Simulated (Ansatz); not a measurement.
## Where Li_i (9-fold void) puts its levels in the gap of LiMgBN2 (I-4m2)

Wanted: the transition levels of a self-interstitial in LiMgBN2 (I-4m2), from a cell of 40 host atoms with 1 Li put in.

Method: place-levels on PBE runs: charge-transition levels and formation energies with image-charge correction and potential alignment at the atomic sites; PAW set soft_1, in Ansatz 0.2.0.

**1. The structure**

The cell holds 41 atoms: 9 Li, 8 Mg, 8 B and 16 N. Its edges and angles: a = 7.617 Å, b = 7.617 Å, c = 8.891 Å, α = 90.0°, β = 90.0°, γ = 90.0°. It derives from LiMgBN2 (space group I-4m2). Nearest the centre at fractional (0.500, 0.500, 0.934): Li41 at 0.00 Å, Mg14 at 2.51 Å, Li31 at 2.51 Å, Li21 at 2.51 Å, Mg34 at 2.51 Å, N37 at 2.52 Å, B16 at 2.76 Å, B6 at 2.76 Å.

Structure file:

```xyz
41
Lattice="7.6173 0.0000 0.0000 0.0000 7.6173 0.0000 0.0000 0.0000 8.8914" Properties=species:S:1:pos:R:3 pbc="T T T"
Li    0.0000    1.9043    6.6685
Li    1.9043    0.0000    2.2228
Mg    0.0000    1.9043    2.2228
Mg    1.9043    0.0000    6.6685
B     0.0000    0.0000    4.4457
B     1.9043    1.9043    0.0000
N     0.0000    0.0000    5.7903
N     1.9043    1.9043    1.3446
N     0.0000    0.0000    3.1011
N     1.9043    1.9043    7.5468
Li    0.0000    5.7129    6.6685
Li    1.9043    3.8086    2.2228
Mg    0.0000    5.7129    2.2228
Mg    1.9043    3.8086    6.6685
B     0.0000    3.8086    4.4457
B     1.9043    5.7129    0.0000
N     0.0000    3.8086    5.7903
N     1.9043    5.7129    1.3446
N     0.0000    3.8086    3.1011
N     1.9043    5.7129    7.5468
Li    3.8086    1.9043    6.6685
Li    5.7129    0.0000    2.2228
Mg    3.8086    1.9043    2.2228
Mg    5.7129    0.0000    6.6685
B     3.8086    0.0000    4.4457
B     5.7129    1.9043    0.0000
N     3.8086    0.0000    5.7903
N     5.7129    1.9043    1.3446
N     3.8086    0.0000    3.1011
N     5.7129    1.9043    7.5468
Li    3.8086    5.7129    6.6685
Li    5.7129    3.8086    2.2228
Mg    3.8086    5.7129    2.2228
Mg    5.7129    3.8086    6.6685
B     3.8086    3.8086    4.4457
B     5.7129    5.7129    0.0000
N     3.8086    3.8086    5.7903
N     5.7129    5.7129    1.3446
N     3.8086    3.8086    3.1011
N     5.7129    5.7129    7.5468
Li    3.8086    3.8086    8.3086
```

Screening for the image-charge correction: ε∞ = (2.83, 2.83, 3.75), ε0 = (5.33, 5.33, 6.37), computed on the host (DFPT, PBE).

The cell's shortest repeat is 7.6 Å.

**2. Charge states**

A transition level is the Fermi level at which two charge states cost the same, so each charge needs its own total energy, at its own relaxed structure.

Random displacements of about 0.08 Å break the site symmetry at the start, so that the relaxation can reach a distorted minimum if there is one. Forces are taken at the zone centre alone. The cell holds 1 electron more than the neutral one, with a uniform background that keeps it neutral on the whole.

The sampling was tested on the host first: at the k-points planned (1x1x1 Gamma-centred) its energy lies 0.033 eV an atom from the dense-mesh value, so the final energies take a denser sampling.

One state's input; the others differ in charge, spin, start and seed, and in occupations where the table says so.

The input, qm1.relax/input.yaml:

```yaml
crystal:
  lattice:
    - [3.80862517, 0.0, 0.0]
    - [0.0, 3.80862517, 0.0]
    - [0.0, 0.0, 8.89137149]
  atoms:
    - { symbol: Li, position: [0.0, 0.5, 0.75] }
    - { symbol: Li, position: [0.5, 0.0, 0.25] }
    - { symbol: Mg, position: [0.0, 0.5, 0.25] }
    - { symbol: Mg, position: [0.5, 0.0, 0.75] }
    - { symbol: B, position: [0.0, 0.0, 0.5] }
    - { symbol: B, position: [0.5, 0.5, 0.0] }
    - { symbol: "N", position: [0.0, 0.0, 0.65122176] }
    - { symbol: "N", position: [0.5, 0.5, 0.15122176] }
    - { symbol: "N", position: [0.0, 0.0, 0.34877824] }
    - { symbol: "N", position: [0.5, 0.5, 0.84877824] }
  supercell: [2, 2, 1]
  defects: [{ interstitial: { symbol: Li, position: [0.5, 0.5, 0.934455] } }]
total_charge: -1
basis:
  ecutwfc: 420
  xc_grid: 2
hamiltonian:
  xc: pbe
  pseudopotentials: { kind: paw, azcp: { folder: soft_1 } }
kpoints:
  mp_grid: { grid: [1, 1, 1] }
scf:
  occupations: { method: fixed }
  max_iter: 100
output:
  forces: true
  charged_corrections: { epsilon: [2.83, 2.83, 3.75], static_epsilon: [5.33, 5.33, 6.37] }
relax:
  f_tol: 0.01
  max_steps: 80
  random_displacement: { amplitude: 0.08, seed: 3807 }
checkpoint:
  write: "../qm1.relax.run"
  compress: false
  write_wavefunctions: true
  write_every: 100000
```

Started as:

```sh
$ ansatz run input.yaml --threads 4 --pin off --max-ram 15073MiB --backend cpu --events-out ev --progress --plain --runs-dir out
```

The relaxed structure is kept and the sampling changed to a 2×2×2 shifted mesh.

The run of this state that the levels use, under PBE:

The input, qm1.point/input.yaml:

```yaml
crystal:
  checkpoint: "../qm1.relax.run"
  host: checkpoint
total_charge: -1
basis:
  ecutwfc: 420
  xc_grid: 2
hamiltonian:
  xc: pbe
  pseudopotentials: { kind: paw, azcp: { folder: soft_1 } }
kpoints:
  mp_grid: { grid: [2, 2, 2], shift: [0.5, 0.5, 0.5] }
scf:
  occupations: { method: fermi_dirac, width: 0.01 }
  max_iter: 100
output:
  forces: true
  eigenvalues: true
  charged_corrections:
    epsilon: [2.83, 2.83, 3.75]
    static_epsilon: [5.33, 5.33, 6.37]
    defect_position: [0.5, 0.5, 0.934455]
  eigenstates: { localisation: true }
  populations: true
  band_densities: [{ bands: [v1, v1] }, { bands: [c1, c1] }]
  write_density: true
  write_potential: true
  volumetric_format: npy
checkpoint:
  read: "../qm1.relax.run"
  write: "../qm1.point.run"
  compress: false
  write_wavefunctions: false
  write_every: 100000
```

Relaxations under PBE at the zone centre alone; times on 4 threads of Arm Neoverse V1, shared host:

```csv
charge,moment (μB),occupations,outcome,steps,largest displacement against the far atoms (Å),time
−1,0,fixed,converged,11,0.90,19 s
0,1,fixed,converged,12,0.86,37 s
+1,0,fixed,converged,12,0.88,20 s
−1,2,fixed,converged,19,1.94,67 s
```

Single points under PBE at a 2×2×2 shifted mesh; times on 4 threads of Arm Neoverse V1, shared host:

```csv
charge,moment (μB),occupations,outcome,time
−1,0,fermi-dirac,converged,22 s
0,1,fermi-dirac,converged,47 s
+1,0,fermi-dirac,converged,25 s
−1,2,fermi-dirac,converged,44 s
```

Distances (Å) from Li41 to the nearest atoms after relaxation with PBE:

```csv
charge,moment (μB),1.,2.,3.,4.,5.,6.
−1,0,N 2.09,N 2.09,Li 2.28,B 2.28,B 2.28,N 2.63
−1,2,N 2.10,N 2.10,B 2.13,B 2.13,N 2.37,N 2.38
0,1,N 2.10,N 2.10,Li 2.25,B 2.29,B 2.29,N 2.59
+1,0,N 2.08,N 2.08,Li 2.23,B 2.28,B 2.28,N 2.56
```

**3. Placing the levels, PBE, a 2×2×2 shifted mesh**

A charged cell interacts with its images and the background, and its potential has another zero than the host's. place-levels removes the first by a point-charge model, screened by the static dielectric constant since the ions have relaxed around the charge, and the second by comparing potentials at atoms far from the defect.

The host is a run of the defect-free crystal in the same cutoffs, grids and k-points, so that basis and sampling errors cancel in part in the differences. Its band edges come from a run of the primitive cell that searches the zone for them. The host is run in a cell of 10 atoms on a matching mesh. Chemical potentials are energies per atom of Li (bcc), run with the same functional and cutoff.

The input, levels.point.yaml:

```yaml
host:
  run: host.point.run
  levels_from: { run: edges.point.run }
states: [qm1.point.run, q0_M1.point.run, qp1.point.run, qm1_M2.point.run]
geometry_from:
  qm1.point.run: qm1.relax.run
  q0_M1.point.run: q0_M1.relax.run
  qp1.point.run: qp1.relax.run
  qm1_M2.point.run: qm1_M2.relax.run
  host.point.run: host.relax.run
chemical_potentials:
  Li:
    energy: -204.686116
    dataset: <sha256 of the dataset>
epsilon: [2.83, 2.83, 3.75]
static_epsilon: [5.33, 5.33, 6.37]
vertical:
  - { from: qm1.point.run, to: qm1.point_neutral.run }
  - { from: qp1.point.run, to: qp1.point_neutral.run }
  - { from: qm1_M2.point.run, to: qm1_M2.point_neutral.run }
```

Started as:

```sh
$ ansatz place-levels levels.point.yaml -- --threads 4 --pin off --max-ram 15073MiB
```

Numbers of over 12 decimals in the logs are rounded to 6 here.

Log:

```text
[... repeated set-up lines and file paths are left out, and long positions are rounded to six places ...]
(+1/0) 2.705 eV above the valence edge, in the conduction band
(0/-1) 2.717 eV above the valence edge (+3.477 eV without the band-filling correction), in the conduction band
formation energy of charge +1: -1.176 eV with the Fermi level at the valence edge
formation energy of charge 0: +1.529 eV with the Fermi level at the valence edge
formation energy of charge -1: +4.247 eV with the Fermi level at the valence edge
vertical -1 to 0: no energy, since no alignment is typed
  the change from vertical[0].from (qm1.point.run) to vertical[0].to (qm1.point_neutral.run): by its potential at epsilon [2.83, 2.83, 3.75] it stands at 0.500 0.767 0.601, with an rms radius of about 5.7 Å (3.6 2.7 3.5 Å across the planes of the cell's [...]
vertical +1 to 0: no energy, since no alignment is typed
  the change from vertical[1].from (qp1.point.run) to vertical[1].to (qp1.point_neutral.run): by its potential at epsilon [2.83, 2.83, 3.75] it stands at 0.498 0.553 0.003, with an rms radius of about 3.8 Å (2.4 2.4 1.8 Å across the planes of the cell's [...]
vertical -1 to 0: no energy, since no alignment is typed
  the change from vertical[2].from (qm1_M2.point.run) to vertical[2].to (qm1_M2.point_neutral.run): by its potential at epsilon [2.83, 2.83, 3.75] it stands at 0.500 0.257 0.500, with an rms radius of about 3.3 Å (2.4 2.2 0.6 Å across the planes of the cell's [...]
  edges by pbe of host.levels_from (edges.point.run), its mesh sampled to repeats of 38.09 Å (the valence edge +0.238 eV and the conduction edge -0.798 eV from those of the host's own run), gap 2.620 eV; the host is sampled to repeats of 21.54 Å
  the defect's cells are sampled to repeats of 21.54 Å, like sampling
  charge +1: -24665.5242 eV with its correction of +0.506 eV, at epsilon [5.33, 5.33, 6.37], aligned at sites: +0.0567 eV, mean over 18 atomic sites at or beyond 3.81 Å from the defect at [0.5000, 0.5000, 0.9345], with +0.026221 for the charge's moments and [...]
  charge 0: +0.000 eV for its dipole among its images, +0.090 omitted
  charge -1: -24653.0651 eV with its correction of +0.183 eV, at epsilon [5.33, 5.33, 6.37], aligned at sites: +0.2670 eV, mean over 18 atomic sites at or beyond 3.81 Å from the defect at [0.5000, 0.5000, 0.9345], with +0.005905 for the charge's moments and [...]
  charge -1: states[0] (qm1.point.run) stands 0.034 eV higher, with a moment of 0.00 μB against 2.00
  of states[2] (qp1.point.run): it parts from the run at its places by a charge that spreads by about 2.4 Å along one vector (1.3 Å or more is wide), by its potential at epsilon [2.83, 2.83, 3.75], taken for that of held ions (one typed too small widens it), [...]
  of states[1] (q0_M1.point.run): its alignment with the host at atomic sites is doubtful: the mean over the far sites moves by -0.1996 eV from their farther parts to their nearer, more than 0.05 eV. [...]
  of states[3] (qm1_M2.point.run): it parts from the run at its places by a charge that spreads by about 2.4 Å along one vector (1.3 Å or more is wide), by its potential at epsilon [2.83, 2.83, 3.75], taken for that of held ions (one typed too small widens [...]
  of states[0] (qm1.point.run): it parts from the run at its places by a charge that spreads by about 3.6 Å along one vector (1.3 Å or more is wide), by its potential at epsilon [2.83, 2.83, 3.75], taken for that of held ions (one typed too small widens it), [...]
  of vertical[0].from (qm1.point.run): its displacements don't fall off away from the defect: farther atoms stand 0.072 Å off the host's places. [...]
  of vertical[0].to (qm1.point_neutral.run): its displacements don't fall off away from the defect: farther atoms stand 0.072 Å off the host's places. [...]
  of vertical[1].from (qp1.point.run): its displacements don't fall off away from the defect: farther atoms stand 0.071 Å off the host's places. [...]
  of vertical[1].to (qp1.point_neutral.run): its displacements don't fall off away from the defect: farther atoms stand 0.071 Å off the host's places. [...]
  of vertical[2].from (qm1_M2.point.run): its displacements don't fall off away from the defect: farther atoms stand 0.044 Å off the host's places. [...]
  of vertical[2].to (qm1_M2.point_neutral.run): its displacements don't fall off away from the defect: farther atoms stand 0.044 Å off the host's places. [...]
```

Elapsed: 0.4 s, on 4 threads of Arm Neoverse V1, shared host.

Under PBE the gap is 2.62 eV, (+1/0) 2.70 (outside the gap), (0/−1) 2.72 (outside the gap) (with band filling) eV.

Levels between the charges placed, in eV above the valence top:

```csv
,gap (eV),(+1/0),(0/−1)
PBE,2.62,2.70,2.72
```

Corrections by state:

```csv
charge,moment (μB),image terms and alignment (eV),band filling (eV),ε used,"over the lowest of its charge, as the program ranks them, band filling apart (eV)"
+1,0.0,0.506,-,"principal values (5.33, 5.33, 6.37)",0.000
0,1.0,0.000,-,-,0.000
−1,2.0,0.183,-0.759,"principal values (5.33, 5.33, 6.37)",0.000
−1,0.0,0.218,-,"principal values (5.33, 5.33, 6.37)",0.034
```

The charged structures listed were also run neutral, and place-levels reads from each pair, by the potential or the spins, how wide the charge is by which they differ; that can be the carrier of either run.

```csv
charge,rms radius (Å),spread where it is widest against the cell (Å),wide from (Å),reading
+1,3.8,2.44,1.32,wide
−1,3.3,2.41,1.32,wide
```

The neutral runs of these pairs need not share the spin of the lowest neutral state, and very wide values only mean spread over the cell.

From the program's caveats on the states, each cut to its opening words:

- charge +1, −1 (2 μB): it parts from the run at its places by a charge that spreads by about 2.4 Å along one vector (1.3 Å or more is wide), by its potential at epsilon [2.83, 2.83, [...]
- charge +1: its alignment with the host at atomic sites is doubtful: the mean over the far sites moves by -0.1264 eV from their farther parts to their nearer, more than [...]
- charge +1: the far atoms show a dipole or second moment of the defect's charge, for which the correction takes or leaves out 0.102 eV: further moments aren't read, and [...]
- charge +1: its displacements don't fall off away from the defect: farther atoms stand 0.071 Å off the host's places
- charge 0 (1 μB): its alignment with the host at atomic sites is doubtful: the mean over the far sites moves by -0.1996 eV from their farther parts to their nearer, more than [...]
- charge 0 (1 μB): the far atoms show a dipole or second moment of the defect's charge, for which the correction takes or leaves out 0.09 eV: further moments aren't read, and the [...]
- charge 0 (1 μB): its displacements don't fall off away from the defect: farther atoms stand 0.075 Å off the host's places
- charge −1 (2 μB): a band-filling correction moves a carrier to the host's band edge, which changes its energy by -0.759 eV
- charge −1 (2 μB): its alignment with the host at atomic sites is doubtful: the mean over the far sites moves by -0.1166 eV from their farther parts to their nearer, more than [...]
- charge −1 (2 μB): its displacements don't fall off away from the defect: farther atoms stand 0.044 Å off the host's places
- charge −1 (2 μB): its moments are held at its close (magnetization.spin_locking), by a field of 0.061 eV a Bohr magneton, and its energy and levels are of the state that this [...]
- charge −1: it parts from the run at its places by a charge that spreads by about 3.6 Å along one vector (1.3 Å or more is wide), by its potential at epsilon [2.83, 2.83, [...]
- charge −1: its alignment with the host at atomic sites is doubtful: the mean over the far sites moves by -0.2440 eV from their farther parts to their nearer, more than [...]
- charge −1: the host's ions (past the first shell or, of a walk that freed a part, those that it held) aren't shown at rest: they stand up to 0.109 Å off their sites, 1.21 [...]

Formation energies (eV), elemental references (Δμ(Li) = 0.00 eV):

```csv
charge,Fermi level at the valence top,at the conduction bottom
+1,-1.18,1.44
0,1.53,1.53
−1,4.25,1.63
```

**4. The same at the relaxations' own k-points**

The relaxations' own energies give the levels at their sampling, for comparison.

The input, levels.relax_mesh.yaml:

```yaml
host:
  run: host.relax.run
  levels_from: { run: edges.relax.run }
states: [qm1.relax.run, q0_M1.relax.run, qp1.relax.run, qm1_M2.relax.run]
chemical_potentials:
  Li:
    energy: -204.686116
    dataset: <sha256 of the dataset>
```

Started as:

```sh
$ ansatz place-levels levels.relax_mesh.yaml -- --threads 4 --pin off --max-ram 15073MiB
```

Log:

```text
(+1/0) 2.016 eV above the valence edge, 0.604 eV under the conduction edge
(0/-1) 2.703 eV above the valence edge, in the conduction band
formation energy of charge +1: -1.174 eV with the Fermi level at the valence edge
formation energy of charge 0: +0.842 eV with the Fermi level at the valence edge
formation energy of charge -1: +3.545 eV with the Fermi level at the valence edge
  edges by pbe of host.levels_from (edges.relax.run), its mesh sampled to repeats of 38.09 Å (the valence edge -0.074 eV and the conduction edge -0.038 eV from those of the host's own run), gap 2.620 eV; the host is sampled to repeats of 7.62 Å
[... the lines on each state left out ...]
```

Wall time 0.14 s (4 threads).

Levels between neighbouring charges, in eV above the valence top:

```csv
,gap (eV),(+1/0),(0/−1)
the zone centre alone,2.62,2.02,2.70
a 2×2×2 shifted mesh,2.62,2.70,2.72
```

Going from the zone centre alone to a 2×2×2 shifted mesh moves the levels that carry no band-filling term by up to 0.69 eV and formation energies against the elements by up to 0.70 eV; band-filling terms, which differ between samplings, are in these energies.

**5. Placing the levels, PBE, precision f64**

The energy is taken again at a 2×2×2 shifted mesh, on the same structure.

The input, qm1.s0/input.yaml:

```yaml
crystal:
  checkpoint: "../qm1.relax.run"
  host: checkpoint
total_charge: -1
basis:
  ecutwfc: 420
  xc_grid: 2
  precision: f64
hamiltonian:
  xc: pbe
  pseudopotentials: { kind: paw, azcp: { folder: soft_1 } }
kpoints:
  mp_grid: { grid: [2, 2, 2], shift: [0.5, 0.5, 0.5] }
scf:
  occupations: { method: fermi_dirac, width: 0.01 }
  max_iter: 100
output:
  forces: true
  eigenvalues: true
  charged_corrections:
    epsilon: [2.83, 2.83, 3.75]
    static_epsilon: [5.33, 5.33, 6.37]
    defect_position: [0.5, 0.5, 0.934455]
checkpoint:
  write: "../qm1.s0.run"
  compress: false
  write_wavefunctions: false
  write_every: 100000
```

Wall time 28 s (4 threads); peak memory 1.3 GiB.

The input, levels.s0.yaml:

```yaml
host:
  run: host.s0.run
  levels_from: { run: edges.s0.run }
states: [qm1.s0.run, q0_M1.s0.run, qp1.s0.run, qm1_M2.s0.run]
geometry_from:
  qm1.s0.run: qm1.relax.run
  q0_M1.s0.run: q0_M1.relax.run
  qp1.s0.run: qp1.relax.run
  qm1_M2.s0.run: qm1_M2.relax.run
  host.s0.run: host.relax.run
```

Started as:

```sh
$ ansatz place-levels levels.s0.yaml -- --threads 4 --pin off --max-ram 15073MiB
```

Log:

```text
(+1/0) 2.705 eV above the valence edge, in the conduction band
[...]
edges by pbe of host.levels_from (edges.s0.run), its mesh sampled to repeats of 38.09 Å (the valence edge +0.238 eV and the conduction edge -0.798 eV from those of the host's own run), gap 2.620 eV; the host is sampled to repeats of 21.54 Å
[... the lines on each state left out ...]
```

The job ended after 0.24 s (4 threads).

Under PBE the gap is 2.62 eV, (+1/0) 2.70 (outside the gap), (0/−1) 2.72 (outside the gap) (with band filling) eV.

**6. Levels against the band edges, PBE, smearing width 0.05**

qm1.s1/input.yaml, as its differences from qm1.s0/input.yaml of step 5:

```diff
@@ -7,3 +7,2 @@
   xc_grid: 2
-  precision: f64
 hamiltonian:
@@ -14,3 +13,3 @@
 scf:
-  occupations: { method: fermi_dirac, width: 0.01 }
+  occupations: { method: fermi_dirac, width: 0.05 }
   max_iter: 100
@@ -24,3 +23,3 @@
 checkpoint:
-  write: "../qm1.s0.run"
+  write: "../qm1.s1.run"
   compress: false
```

Run time: 17 s. Hardware: 4 threads; peak memory 1.6 GiB.

The input, levels.s1.yaml:

```yaml
host:
  run: host.s1.run
  levels_from: { run: edges.s1.run }
states: [qm1.s1.run, q0_M1.s1.run, qp1.s1.run, qm1_M2.s1.run]
geometry_from:
  qm1.s1.run: qm1.relax.run
  q0_M1.s1.run: q0_M1.relax.run
  qp1.s1.run: qp1.relax.run
  qm1_M2.s1.run: qm1_M2.relax.run
  host.s1.run: host.relax.run
```

Started as:

```sh
$ ansatz place-levels levels.s1.yaml -- --threads 4 --pin off --max-ram 15073MiB
```

Log:

```text
(+1/0) 2.704 eV above the valence edge, in the conduction band
[...]
[... the lines on each state left out ...]
```

The job ended after 0.24 s (4 threads).

Under PBE the gap is 2.62 eV, (+1/0) 2.70 (outside the gap), (0/−1) 2.72 (outside the gap) (with band filling) eV; the stage before (PBE) gave a gap of 2.62 eV and levels within 0.00 eV of these.

[end of part 1 of 2]

[Logs are printed without paths, hosts, clocks, repeated set-up lines and the standing remarks that a program may print on its own settings, such as how far it seeks lower states.]

[Hosts, paths, dates, database ids (printed as entryN), source tags and the programs' standing remarks are cut or masked in the printed files.]

[Where a table of states has a column of steps, it counts the stored structures, which are thinned; the runs took as many ionic steps or more.]

[A defect's name tells the site on which it was built; relaxed atoms can leave that site.]

[For some hosts the program warned that the k-mesh of the response run may be too coarse for force constants and the static dielectric constant; such warnings are not shown here.]
